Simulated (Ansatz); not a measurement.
# MnS (Fm-3m) in Ansatz: further runs, part 2 of 2

Ansatz 0.2.0.

### 3 Relaxation of cell and atoms, revPBE+D3(BJ), collinear spin, ferromagnetic start

input.yaml

```yaml
crystal:
  lattice:
    - [0.0, 2.6045, 2.6045]
    - [2.6045, 0.0, 2.6045]
    - [2.6045, 2.6045, 0.0]
  atoms:
    - { symbol: Mn, position: [0.0, 0.0, 0.0], spin: 4.0 }
    - { symbol: S, position: [0.5, 0.5, 0.5] }
hamiltonian:
  xc: revpbe
  pseudopotentials: { kind: paw }
  dispersion: d3bj
magnetization:
  spin_polarized: true
kpoints:
  mp_grid: { grid: [9, 9, 9] }
scf:
  occupations: { method: fermi_dirac, width: 0.05 }
output:
  forces: true
  stress: true
relax:
  f_tol: 0.01
  max_steps: 40
  cell: { stress_tol: 0.05 }
```

Potentials or basis: Ansatz PAW.

Started as:

```
ansatz run input.yaml --threads 2 --pin off --max-ram 5632MiB --backend cpu --events-out ev --progress --plain --runs-dir out
```

The program printed:

```text
Warning: RAYON_NUM_THREADS=2 ignored (pool sized by the plan → 2); use --threads N
Engine: ansatz 0.2.0, aarch64-unknown-linux-gnu
Pseudopotentials: kind: paw
Pseudopotential: Mn, paw, valence charge 15, recommended cutoff 420 eV (normal), Mn.paw.azcp
Pseudopotential: S, paw, valence charge 6, recommended cutoff 420 eV (normal), S.paw.azcp
Functional definition: revPBE
  parameter kappa = 1.245
  parameter beta = 0.06672455060314922
  exchange = pbe_x(kappa = kappa, mu = beta*pi^2/3)
  correlation = pbe_c(beta = beta)
Crystal: 2 atoms, lattice volume = 35.335 Å³
Basis set: ecut = 420 eV, 701 PW (Γ), exchange–correlation on 50×50×50 points (8 copies of the dense FFT grid, shifted against one another)
Bands: 17, of which v1, the nominal top of the filled ones, is band 11 counted from 1 (10 counted from 0)
Symmetry: 48 space group operations
Space group: Fm-3m (ITA 225), of the structure as read, at distance tolerance 3.3e-5 Å
Magnetic group: BNS 225.116 (UNI 1618), of the structure as read, at distance tolerance 3.3e-5 Å
k-points: 35 of 729
Non-local potential: Mn, projectors of the file, l = 0: 3, l = 1: 2, l = 2: 3, l = 3: 1
Non-local potential: S, projectors of the file, l = 0: 2, l = 1: 2, l = 2: 2
PAW form: soft (Blöchl's): semilocal exchange-correlation on the pseudo side does not see the compensation charge
[... 340 lines left out ...]
  E_xc         = -209.687273
  E_vxc        = -231.074654  (∫ρ·V_xc dr)
  E_paw        = -1912.488537  (= ΣΔE_a)
  E_vpaw       = -312.821872  (= ΣTr[D̂ρ^β])
  E_aug_tail   = -0.000008  (compensation charges beyond the density's cutoff)
  E_ewald      = -1997.324300
  E_disp       = -1.777682  (pairwise vdW)
  E_core_change = -0.063046  (= ΣΔE_core)
  E_smearing   = -0.009520  (= −TS)
  E_closure    = -0.000000  (closes the sum)
  Σ components = -4809.480864   (vs F -4809.480864, Δ=0.00e0)
--- Forces (eV/Å), atoms counted from 1 ---
  atom   1  Mn    -0.00000000     0.00000000    -0.00000000
  atom   2  S      0.00000000    -0.00000000    -0.00000000
  max |Σ_I F_I| component: 1.91e-30 eV/Å
--- Stress (GPa, compression-positive) ---
        0.009220       0.000000       0.000000
        0.000000       0.009220      -0.000000
        0.000000       0.000000       0.009220
  P = ⅓ Tr σ = 0.0092 GPa (0.092 kbar)
--- Relaxed structure (20 steps of the walk, 13 accepted, 1 SCFs on fresh bases) ---
  F+E_penalty+E_count = -4809.48086357 eV   max|allowed force component| = 1.282e-30 eV/Å   (the final SCF, on the basis selected at the relaxed cell)
  cell:  # Å, volume = 31.6393 Å³
    - [1.6875434300342282e-33, 2.5103383915270263, 2.5103383915270263]
    - [2.5103383915270263, 4.533388323409196e-33, 2.5103383915270263]
    - [2.5103383915270263, 2.5103383915270263, 6.093348414651e-33]
  atoms:
    - { symbol: Mn, position: [2.169089845857508e-33, -2.8592547968121723e-33, -1.2817349089157965e-33] }
    - { symbol: S, position: [0.5, 0.5, 0.5] }
```

Run time: 26 s. Hardware: 2 threads of Arm Neoverse V2, shared host; peak memory 0.3 GiB.

Results:

| Quantity | Value |
| --- | --- |
| Free energy | -4809.4809 eV |
| Relaxed volume | 15.82 Å³/atom |
| Relaxed cell | a = 3.550 Å, b = 3.550 Å, c = 3.550 Å, α = 60.00°, β = 60.00°, γ = 60.00° |
| Space group after relaxing (to 0.05 Å) | Fm-3m (No. 225) |
| Energy gained by relaxing | 61.2 meV/atom |
| Ionic steps | 14 |
| Pressure after relaxing | 0.0 GPa |
| Net moment | 4.42 μB per cell |
| Absolute moment | 4.42 μB per cell |
| Site moments | Mn +3.95; S +0.12 μB |

Step by step:
| step | energy change (eV) | largest force (eV/Å) | volume (Å³) |
| --- | --- | --- | --- |
| 1 | 0.0000 | 0.0000 | 35.33 |
| 2 | -0.1078 | 0.0000 | 32.40 |
| 3 | -0.1099 | 0.0000 | 32.32 |
| 4 | -0.1105 | 0.0000 | 32.29 |
| 5 | -0.1149 | 0.0000 | 32.12 |
| 6 | -0.1196 | 0.0000 | 31.51 |
| 7 | -0.1196 | 0.0000 | 31.91 |
| 8 | -0.1227 | 0.0000 | 31.75 |
| 9 | -0.1227 | 0.0000 | 31.75 |
| 10 | -0.1236 | 0.0000 | 31.69 |
| 11 | -0.1238 | 0.0000 | 31.62 |
| 12 | -0.1238 | 0.0000 | 31.64 |
| 13 | -0.1238 | 0.0000 | 31.64 |
| 14 | -0.1224 | 0.0000 | 31.64 |

Final structure:
```xyz
2
Lattice="0.0000 2.5103 2.5103 2.5103 0.0000 2.5103 2.5103 2.5103 0.0000" Properties=species:S:1:pos:R:3 pbc="T T T"
Mn    0.0000    0.0000    0.0000
S     2.5103    2.5103    2.5103
```

Caveat: the plane-wave basis is chosen anew once the cell has moved, so the energies of steps on either side of that aren't comparable; the volume moved by -10 % from the deposited cell, more than functionals usually miss; a cell with one magnetic atom can't hold antiferromagnetic order, which such compounds often take; the PAW data sets come from PBE, with cores solved anew for the run's functional, which leaves a small shift of forces and pressure.
